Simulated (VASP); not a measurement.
# ZnS (R3m) in VASP: further runs

Runs on ZnS. Level: PBE. Tasks: single point.

Everything below comes from runs of VASP 6.6.1. Logs are shortened: lines on timing, memory, paths and dates and some standing lists are left out, and cuts for length are marked.

**1. The structure**

The structure is trigonal, space group R3m (No. 160). The conventional cell has a = 3.856 Å, b = 3.856 Å, c = 28.425 Å, α = 90.00°, β = 90.00°, γ = 120.00°. Zn (site symmetry 3m) has 4 S at 2.36 to 2.37 Å as nearest neighbours. Around Zn (site symmetry 3m) lie 4 S at 2.36 Å. Around Zn (site symmetry 3m) lie 4 S at 2.36 to 2.37 Å. Around S (site symmetry 3m) lie 4 Zn at 2.36 to 2.37 Å. S (site symmetry 3m) is surrounded by 4 Zn at 2.36 to 2.37 Å. S (site symmetry 3m) has 4 Zn at 2.36 Å as nearest neighbours.

Measurements of this composition are mostly on another form, of space group No. 216.

**2. Single point, PBE**

Input file INCAR:

```
SYSTEM = ZnS
ALGO = Normal ; EDIFF = 1E-6
ENCUT = 520 ; GGA = PE
ISIF = 2 ; ISMEAR = 0
LASPH = .True. ; LCHARG = .False.
LREAL = .False. ; LWAVE = .False.
NBANDS = 36 ; NELM = 100
PREC = Accurate ; SIGMA = 0.01
```

Input file KPOINTS:

```
k-points
0
Gamma
  5 5 5
  0 0 0
```

Input file POSCAR:

```
ZnS
1.0
    1.9281132666      1.1131987634      9.4750160866
   -1.9281132666      1.1131987634      9.4750160866
    0.0000000000     -2.2263975267      9.4750160866
Zn S
3 3
Direct
    0.9999700000      0.9999700000      0.9999700000
    0.2222700000      0.2222700000      0.2222700000
    0.4446100000      0.4446100000      0.4446100000
    0.0832700000      0.0832700000      0.0832700000
    0.5278400000      0.5278400000      0.5278400000
    0.3053600000      0.3053600000      0.3053600000
```

Potentials or basis: VASP PAW PBE potentials, release 64 (Zn, S).

On the command line:

```
> cat potpaw_PBE.64/Zn/POTCAR potpaw_PBE.64/S/POTCAR > POTCAR
> mpirun -np 1 vasp_std > vasp.out
```

OUTCAR:

```text
SYSTEM = ZnS
   EDIFF = 1E-6
   ENCUT = 520
   GGA = PE
   ISIF = 2
   ISMEAR = 0
   LASPH = .True.
   LREAL = .False.
   NELM = 100
   PREC = Accurate

 ion  position               nearest neighbor table
   1  1.000  1.000  1.000-   6 2.36   6 2.36   6 2.36   4 2.37
   2  0.222  0.222  0.222-   6 2.36   5 2.36   5 2.36   5 2.36
   3  0.445  0.445  0.445-   4 2.36   4 2.36   4 2.36   5 2.37
   4  0.083  0.083  0.083-   3 2.36   3 2.36   3 2.36   1 2.37
   5  0.528  0.528  0.528-   2 2.36   2 2.36   2 2.36   3 2.37
   6  0.305  0.305  0.305-   2 2.36   1 2.36   1 2.36   1 2.36

  LATTYP: Found a trigonal (rhomboedric) cell.
 ALAT       =     9.7330756751
 COS(alpha) =     0.9215133036

  Lattice vectors:

 A1 = (   1.9281132666,   1.1131987634,   9.4750160866)
 A2 = (  -1.9281132666,   1.1131987634,   9.4750160866)
 A3 = (   0.0000000000,  -2.2263975267,   9.4750160866)

Analysis of symmetry for initial positions (statically):
=====================================================================
 Subroutine PRICEL returns:
 Original cell was already a primitive cell.

 Routine SETGRP: Setting up the symmetry group for a
 trigonal (rhombohedral) supercell.

 Subroutine GETGRP returns: Found  6 space group operations
 (whereof  6 operations were pure point group operations)
 out of a pool of 12 trial point group operations.

The static configuration has the point symmetry C_3v.

Analysis of symmetry for dynamics (positions and initial velocities):
=====================================================================
 Subroutine PRICEL returns:
 Original cell was already a primitive cell.

 Routine SETGRP: Setting up the symmetry group for a
 trigonal (rhombohedral) supercell.

 Subroutine GETGRP returns: Found  6 space group operations
 (whereof  6 operations were pure point group operations)
 out of a pool of 12 trial point group operations.

The dynamic configuration has the point symmetry C_3v.

 Subroutine INISYM returns: Found  6 space group operations
 (whereof  6 operations are pure point group operations),
 and found     1 'primitive' translations

----------------------------------------------------------------------------------------

                                     Primitive cell
[... 92 lines left out ...]
   NELM   =    100;   NELMIN=  2; NELMDL= -5     # of ELM steps
   EDIFF  = 0.1E-05   stopping-criterion for ELM
   LREAL  =      F    real-space projection
   EDIFFG = 0.1E-04   stopping-criterion for IOM
   NSW    =      0    number of steps for IOM
   IBRION =     -1    ionic relax: 0-MD 1-quasi-New 2-CG
   NFREE  =      0    steps in history (QN), initial steepest desc. (CG)
   ISIF   =      2    stress and relaxation
   ISYM   =      2    0-nonsym 1-usesym 2-fastsym
   POTIM  = 0.5000    time-step for ionic-motion
   TEBEG  =    0.0;   TEEND  =   0.0 temperature during run
   PSTRESS=    0.0 pullay stress
   NELECT =      54.0000    total number of electrons
   NUPDOWN=      -1.0000    fix difference up-down
   EMIN   =  10.00;   EMAX   =-10.00  energy-range for DOS
   EFERMI =   0.00;   METHOD = LEGACY
   ISMEAR =     0;   SIGMA  =   0.01  broadening in eV -4-tet -1-fermi 0-gaus
   EFERMI_NEDOS =   21; number of points for ismear=-14 and -15
   IALGO  =     38    algorithm
   IMIX   =      4    mixing-type and parameters
     AMIX     =   0.40;   BMIX     =  1.00
     AMIX_MAG =   1.60;   BMIX_MAG =  1.00
  volume/ion in A,a.u.               =      20.34       137.24
  Fermi-wavevector in a.u.,A,eV,Ry     =   1.247558  2.357542 21.176106  1.556400
  Thomas-Fermi vector in A             =   2.381684
   LORBIT       =      0    0 simple, 1 ext, 2 COOP (PROOUT), +10 PAW based schemes
   GGA     = PE    functional components
   LHFCALC =     F    Hartree Fock is set to
   AEXX    =    0.0000 exact exchange contribution
   IVDW    =     0    specifies the selected vdW correction
   LEPSILON=     F    determine dielectric tensor
   LRPA    =     F    only Hartree local field effects (RPA)
 non-spin polarized calculation
 Gauss-broadening in eV      SIGMA  =   0.01
  energy-cutoff  :      520.00
  volume of cell :      122.02
 maximum number of plane-waves:      3300
   NGX = 37   NGY = 37   NGZ = 37

 number of electron      54.0000010 magnetization

 Free energy of the ion-electron system (eV)
  ---------------------------------------------------
  ext. energy  EPLUGINS =         0.00000000
  ---------------------------------------------------
  free energy    TOTEN  =       -20.53016461 eV

  energy without entropy =      -20.53016461  energy(sigma->0) =      -20.53016461

 E-fermi :   1.9402     XC(G=0):  -9.4817

 val. band max:        1.8450829287   @ k =   0.0000   0.0000   0.0000
 cond. band min:       3.8672832795   @ k =   0.0000   0.0000   0.0000
 fundamental gap:      2.0222003507
 Fermi energy:         1.9402462960

 k-point     1 :       0.0000    0.0000    0.0000
  band No.  band energies     occupation
      1     -11.1054      2.00000
      2     -10.4836      2.00000
      3     -10.4734      2.00000
      4      -4.3876      2.00000
      5      -4.3788      2.00000
      6      -4.3788      2.00000
[... 730 lines left out ...]
     35       8.9801      0.00000
     36       9.3211      0.00000

------------------------ aborting loop because EDIFF is reached ----------------------------------------

  FORCE on cell =-STRESS in cart. coord.  units (eV):
  Direction    XX          YY          ZZ          XY          YZ          ZX
  --------------------------------------------------------------------------------------
  -------------------------------------------------------------------------------------
  Total       -0.2440466     -0.2440475     -0.3101806     -0.0000000     -0.0000000      0.0000000
  in kB       -3.2044011     -3.2044129     -4.0727600     -0.0000000     -0.0000000      0.0000000
  external PRESSURE =      -3.4938580 kB  Pullay stress =       0.0000000 kB

 VOLUME and BASIS-vectors are now :
 -----------------------------------------------------------------------------
  energy-cutoff  :      520.00
  volume of cell :      122.02
      direct lattice vectors                 reciprocal lattice vectors
     1.928113267  1.113198763  9.475016087     0.259320865  0.149718695  0.035180239
    -1.928113267  1.113198763  9.475016087    -0.259320865  0.149718695  0.035180239
     0.000000000 -2.226397527  9.475016087     0.000000000 -0.299437391  0.035180239

 POSITION                                       TOTAL-FORCE (eV/Angst)
 -----------------------------------------------------------------------------------
      0.00000      0.00000     28.42420         0.000000      0.000000      0.001638
      0.00000      0.00000      6.31804        -0.000000     -0.000000     -0.001981
      0.00000      0.00000     12.63806         0.000000     -0.000000     -0.010794
      0.00000      0.00000      2.36695         0.000000      0.000000      0.001821
      0.00000      0.00000     15.00388        -0.000000     -0.000000     -0.000198
      0.00000      0.00000      8.67987         0.000000      0.000000      0.009514
 -----------------------------------------------------------------------------------
    total drift:                               -0.000000      0.000107     -0.000054

  FREE ENERGIE OF THE ION-ELECTRON SYSTEM (eV)
  ---------------------------------------------------
  free  energy   TOTEN  =       -20.5301646091 eV

  energy  without entropy=      -20.5301646091  energy(sigma->0) =      -20.53016461
```

OSZICAR:

```text
N       E                     dE             d eps       ncg     rms          rms(c)
DAV:   1     0.410706222368E+03    0.41071E+03   -0.25063E+04  1368   0.179E+03
DAV:   2     0.283205141973E+02   -0.38239E+03   -0.36644E+03  1376   0.399E+02
DAV:   3    -0.199825729741E+02   -0.48303E+02   -0.47714E+02  1548   0.136E+02
DAV:   4    -0.217899480698E+02   -0.18074E+01   -0.18011E+01  1640   0.263E+01
DAV:   5    -0.218176593790E+02   -0.27711E-01   -0.27698E-01  1676   0.323E+00    0.113E+01
DAV:   6    -0.205164462060E+02    0.13012E+01   -0.26163E+00  1988   0.393E+01    0.883E+00
DAV:   7    -0.205548247003E+02   -0.38378E-01   -0.25953E+00  1508   0.739E+00    0.368E+00
DAV:   8    -0.205285057732E+02    0.26319E-01   -0.13557E-01  1788   0.360E+00    0.103E+00
DAV:   9    -0.205295407189E+02   -0.10349E-02   -0.29252E-02  1828   0.218E+00    0.307E-01
DAV:  10    -0.205297726151E+02   -0.23190E-03   -0.18380E-03  1636   0.500E-01    0.148E-01
DAV:  11    -0.205301649797E+02   -0.39236E-03   -0.71079E-04  1504   0.172E-01    0.123E-01
DAV:  12    -0.205301584272E+02    0.65525E-05   -0.35588E-05  1868   0.115E-01    0.145E-02
DAV:  13    -0.205301617615E+02   -0.33344E-05   -0.55784E-06  1532   0.353E-02    0.114E-02
DAV:  14    -0.205301646137E+02   -0.28521E-05   -0.55072E-06  1472   0.145E-02    0.415E-03
DAV:  15    -0.205301646091E+02    0.45366E-08   -0.39407E-07  1032   0.133E-02
   1 F= -.20530165E+02 E0= -.20530165E+02  d E =-.420248E-43
```

stdout:

```text
POSCAR found type information on POSCAR ZnS
 POSCAR found :  2 types and       6 ions
 scaLAPACK will be used
 LDA part: xc-table for (Slater+PW92), standard interpolation
 POSCAR, INCAR and KPOINTS ok, starting setup
 FFT: planning ... GRIDC
 FFT: planning ... GRID_SOFT
 FFT: planning ... GRID
 WAVECAR not read
 entering main loop
```

Wall time 3.7 min (1 thread of Intel Xeon 6975P-C (Granite Rapids), shared host); peak memory 0.67 GiB.

What came out:

```yaml
Free_energy: -20.5302 eV
Pressure: -0.3 GPa
Largest_force: 0.011 eV/Å
Band_gap_on_the_k_mesh: 2.02 eV, direct
```

Forces in eV/Å, atoms in the order of the input:
```
Zn   0.000  0.000  0.002
Zn   0.000  0.000 -0.002
Zn   0.000  0.000 -0.011
S    0.000  0.000  0.002
S    0.000  0.000  0.000
S    0.000  0.000  0.010
```

Levels at points of the mesh, in eV from the valence-band top:
```tsv
k point	band 24	band 25	band 26	band 27	band 28	band 29	band 30	band 31
(0.00, 0.00, 0.00)	-0.64	-0.05	0.00	0.00	2.02	3.24	3.39	6.35
```

Caveat: an odd mesh through Γ misses points on the zone boundary, where band edges often lie.

**3. Single point, PBE**

This run uses another cell than the first one, of 20.92 Å³/atom, 1.029 times its volume.

Input file INCAR:

```
PREC = Accurate
ENCUT = 520
EDIFF = 1E-7
ISMEAR = 0
SIGMA = 0.01
LREAL = F
LASPH = T
NELM = 100
ALGO = Normal
ISIF = 2
LWAVE = F
LCHARG = T
GGA = PE
LELF = T
LVHAR = T
NBANDS = 36
```

Input file KPOINTS:

```
Automatic mesh
0
Gamma
  5 5 5
```

Edit POSCAR of step 2 so:

```diff
@@ -2,5 +2,5 @@
 1.0
-    1.9281132666      1.1131987634      9.4750160866
-   -1.9281132666      1.1131987634      9.4750160866
-    0.0000000000     -2.2263975267      9.4750160866
+    1.9464773554      1.1238012945      9.5652597663
+   -1.9464773554      1.1238012945      9.5652597663
+    0.0000000000     -2.2476025889      9.5652597663
 Zn S
```

Potentials or basis: VASP PAW PBE potentials, release 64 (Zn, S).

On the command line:

```
> cat potpaw_PBE.64/Zn/POTCAR potpaw_PBE.64/S/POTCAR > POTCAR
> mpirun -np 1 vasp_std > vasp.out
```

It took 5.5 min on 1 thread of Intel Xeon 6975P-C (Granite Rapids), shared host; peak memory 0.89 GiB.

The run converged. Its results:

```yaml
Free_energy: -20.5024 eV
Pressure: -2.2 GPa
Largest_force: 0.014 eV/Å
Band_gap_on_the_k_mesh: 1.90 eV, direct
```

Forces in eV/Å, atoms in the order of the input:
```
Zn   0.000  0.000 -0.001
Zn   0.000  0.000 -0.006
Zn   0.000  0.000 -0.014
S    0.000  0.000  0.007
S    0.000  0.000  0.003
S    0.000  0.000  0.012
```

Stress tensor (GPa, compression positive):
```
-2.13  0.00  0.00
 0.00 -2.13  0.00
 0.00  0.00 -2.24
```

Levels at points of the mesh, in eV from the valence-band top:
```
           k point  band 23  band 24  band 25  band 26  band 27  band 28  band 29  band 30  band 31  band 32
(0.00, 0.00, 0.00)    -0.61    -0.61    -0.05     0.00     0.00     1.90     3.18     3.32     6.36     6.36
```

Caveat: an odd mesh through Γ misses points on the zone boundary, where band edges often lie.
